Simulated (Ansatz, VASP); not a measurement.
**Two plane-wave programs on Ga**

The input INCAR:

```
PREC = Accurate
ENCUT = 520
EDIFF = 1E-7
ISMEAR = -1
SIGMA = 0.1
LREAL = F
LASPH = T
NELM = 100
ALGO = Normal
ISIF = 2
LWAVE = F
LCHARG = F
GGA = PS
NBANDS = 12
```

The input KPOINTS:

```
regular mesh
0
Gamma
  15 15 15
```

The input POSCAR:

```
Ga
1.0
    0.0000000000      1.9853040888      1.9853040888
    1.9853040888      0.0000000000      1.9853040888
    1.9853040888      1.9853040888      0.0000000000
Ga
1
Direct
    0.0000000000      0.0000000000      0.0000000000
```

Input for Ansatz:

```yaml
crystal:
  lattice:
    - [0.0, 1.9853040888, 1.9853040888]
    - [1.9853040888, 0.0, 1.9853040888]
    - [1.9853040888, 1.9853040888, 0.0]
  atoms:
    - { symbol: Ga, position: [0.0, 0.0, 0.0] }
hamiltonian:
  xc: pbesol
  pseudopotentials:
    kind: paw
    azcp:
      Ga: "pseudopotentials/Ga.paw.azcp"
basis:
  ecutwfc: 420
  fft_grid_basis: typed
kpoints:
  mp_grid: { grid: [15, 15, 15], shift: [0, 0, 0] }
magnetization:
  spin_polarized: false
scf:
  occupations: { method: fermi_dirac, width: 0.1 }
  lower_state_search: "off"
output:
  stress: true
```

Alike in both runs: task single point; functional PBEsol; k mesh 15 × 15 × 15; occupations fermi-dirac, width 0.1 eV; no spin polarisation.

|  | VASP | Ansatz |
| --- | --- | --- |
| version | VASP 6.6.1 | Ansatz 0.2.0 |
| potentials or method | VASP PAW PBE potentials, release 64 (Ga_d) | plane waves (420 eV) with PAW, scalar-relativistic |
| plane-wave cutoff (eV) | 520 | 420 |
| valence electrons in the cell | 13 | 13 |

|  | VASP | Ansatz | Ansatz less VASP |
| --- | --- | --- | --- |
| pressure (GPa) | 10.1 | 10.0 | -0.13 |

The functional is the same, so the differences come from potentials, cutoffs and numerics. Ansatz warned: «pseudo_functional_mismatch».

Caveats: the PAW data sets were made with another functional, which shifts forces and pressure a little (VASP).
